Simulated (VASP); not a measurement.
**CdF2 in VASP: how settings move the PBE single point**

The PBE single point of CdF2 in the fluorite structure, under -0.5 % strain along x alone is repeated with altered inputs. Which of them can be trusted?

The runs shown are made with VASP 6.6.1. PAW datasets, plane waves. Calculated at 0 K for a non-magnetic cell.

## 1. The cell

The cell comes from an earlier relaxation with r2SCAN in another program, then strained, with the atoms relaxed again.

Space group I4/mmm (No. 139), tetragonal; conventional cell a = 3.810 Å, c = 5.361 Å, 12.97 Å³ an atom. Near Cd stand 8 F at 2.33 Å; near F stand 4 Cd at 2.33 Å.

Structure file:

```
CELL_PARAMETERS angstrom
0.00000 2.69418 2.69418
2.68071 0.00000 2.69418
2.68071 2.69418 0.00000
ATOMIC_POSITIONS crystal
Cd 0.00000 0.00000 0.00000
F 0.25000 0.25000 0.25000
F 0.75000 0.75000 0.75000
```

## 2. The reference run

INCAR reads:

```
ENCUT = 520.000000
SIGMA = 0.020000
EDIFF = 1.00e-07
GGA = PE
PREC = Accurate
IBRION = -1
ISIF = 2
ISMEAR = -1
NBANDS = 20
NELM = 120
NSW = 0
LASPH = .TRUE.
LCHARG = .FALSE.
LWAVE = .FALSE.
LREAL = .FALSE.
```

KPOINTS reads:

```
KPOINTS created by Atomic Simulation Environment
0
Gamma
8 8 8
0 0 0
```

POSCAR reads:

```
Cd F
 1.0000000000000000
     0.0000000000000000    2.6941776810000002    2.6941776810000002
     2.6807067926000001    0.0000000000000000    2.6941776810000002
     2.6807067926000001    2.6941776810000002    0.0000000000000000
 Cd  F
   1   2
Cartesian
  0.0000000000000000  0.0000000000000000  0.0000000000000000
  1.3403533963000001  1.3470888405000001  1.3470888405000001
  4.0210601888999999  4.0412665215000008  4.0412665215000008
```

A file KPOINTS_OPT adds named points for the levels; it doesn't enter the self-consistent loop.

Potentials: the recommended PBE PAW datasets, 26 valence electrons.

Command:

```sh
$ mpirun -np 1 vasp_std
```

## 3. Altered input 1

INCAR, as its differences from that of step 2:

```diff
@@ -2,4 +2,2 @@
 SIGMA = 0.020000
-EDIFF = 1.00e-07
-GGA = PE
 PREC = Accurate
@@ -15 +13,9 @@
 LREAL = .FALSE.
+EDIFF = 0.0001
+LDAU = .TRUE.
+LDAUTYPE = 2
+LDAUL = 2 -1
+LDAUU = 4.0 0
+LDAUJ = 0 0
+LMAXMIX = 4
+METAGGA = MS2
```

KPOINTS is that of step 2.

POSCAR is that of step 2.

## 4. Altered input 2

INCAR reads:

```
ENCUT = 520.000000
EDIFF = 1.00e-07
PREC = Accurate
IBRION = -1
ISIF = 2
NBANDS = 20
NELM = 120
NSW = 0
LASPH = .TRUE.
LCHARG = .FALSE.
LWAVE = .FALSE.
LREAL = .FALSE.
ALGO = All
ISMEAR = 1
SIGMA = 0.005
GGA = PE
```

KPOINTS is that of step 2.

POSCAR is that of step 2.

## 5. Altered input 3

INCAR reads:

```
ENCUT = 520.000000
SIGMA = 0.020000
EDIFF = 1.00e-07
PREC = Accurate
IBRION = -1
ISIF = 2
ISMEAR = -1
NBANDS = 20
NSW = 0
LASPH = .TRUE.
LCHARG = .FALSE.
LWAVE = .FALSE.
LREAL = .FALSE.
METAGGA = MS2
NELM = 89
```

KPOINTS is that of step 2.

POSCAR is that of step 2.

## 6. Altered input 4

INCAR, as its differences from that of step 2:

```diff
@@ -9,3 +9,2 @@
 NBANDS = 20
-NELM = 120
 NSW = 0
@@ -15 +14,5 @@
 LREAL = .FALSE.
+NELM = 89
+IMIX = 1
+AMIX = 2.0
+BMIX = 0.0001
```

KPOINTS is that of step 2.

POSCAR is that of step 2.

## 7. Altered input 5

INCAR reads:

```
ENCUT = 520.000000
EDIFF = 1.00e-07
GGA = PE
PREC = Accurate
IBRION = -1
ISIF = 2
NBANDS = 20
NELM = 120
NSW = 0
LASPH = .TRUE.
LCHARG = .FALSE.
LWAVE = .FALSE.
LREAL = .FALSE.
ISMEAR = -1
SIGMA = 0.2
```

KPOINTS is that of step 2.

POSCAR reads:

```
Cd F
 1.0000000000000000
     0.0673544420249998    2.6941776810250002    2.6941776810256250
     2.6941776810250002    0.0673544420249998    2.6941776810256250
     2.7615321230999998    2.7615321230999998    0.0000000000512497
 Cd  F
   1   2
Cartesian
 -0.0000000000000000 -0.0000000000000000 -0.0000000000000000
  1.3807660615376416  1.3807660615376416  1.3318511468409264
  4.1422981846123585  4.1422981846123585  4.0565042152615733
```

What does the calculation give? Wanted: for each run, changed; ending; energy change; pressure; electronic steps; usable.

As calculated:

| run | changed | ending | energy change (meV/atom) | pressure (GPa) | gap on the mesh (eV; negative: overlap) | electronic steps | time | usable |
| --- | --- | --- | --- | --- | --- | --- | --- | --- |
| ref. | – | converged | 0 | 6.8 | 3.08 | 15 | 38 s | yes |
| 1 | EDIFF = 0.0001, LDAU = .TRUE., LDAUTYPE = 2, LDAUL = 2 -1, LDAUU = 4.0 0, LDAUJ = 0 0, LMAXMIX = 4, METAGGA = MS2 | converged | – | -0.5 | 3.61 | 14 | 1.8 min | no |
| 2 | ALGO = All, ISMEAR = 1, SIGMA = 0.005 | converged | 0.0 | 6.8 | 3.08 | 16 | 30 s | yes |
| 3 | METAGGA = MS2, NELM = 89 | converged | – | 1.8 | 3.35 | 19 | 2.1 min | yes |
| 4 | IMIX = 1, AMIX = 2, BMIX = 0.0001 | crashed | – | – | – | 10 | 22 s | no |
| 5 | ISMEAR = -1, SIGMA = 0.2 | converged | -0.1 | 6.4 | 3.07 | 15 | 52 s | no |

**Reading.** Of 5 altered inputs, 1 gave no result, 2 ended normally on a faulty or unsound input, 2 gave usable results.
